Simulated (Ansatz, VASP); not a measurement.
Two plane-wave programs on Fe

```
Fe
1.0
     2.31275    0.00000    0.00000
     0.00000    2.31275    0.00000
     0.00000    0.00000    2.31275
Fe
1
Direct
  0.00000 0.00000 0.00000
```

Alike in both runs: task single point; functional revPBE; k mesh 15 × 15 × 15; occupations fermi-dirac, width 0.1 eV; no spin polarisation.

|  | VASP | Ansatz |
| --- | --- | --- |
| version | VASP 6.6.1 | Ansatz 0.2.0 |
| potentials or method | VASP PAW PBE potentials, release 64 (Fe) | plane waves (420 eV) with PAW, scalar-relativistic |
| plane-wave cutoff (eV) | 520 | 420 |
| valence electrons in the cell | 8 | 16 |

Ansatz gave:

```
pressure (GPa) : -7.0
```

Q: Estimate VASP's values.

A: Pressure (GPa): -7.6.

The two sets of potentials don't hold the same shells in valence.

Caveats: the PAW data sets were made with another functional, which shifts forces and pressure a little (VASP); the run has no spin polarisation, though such a crystal can be magnetic. Spin polarisation is off, so any magnetic state and its effect on volume and gap are missing.
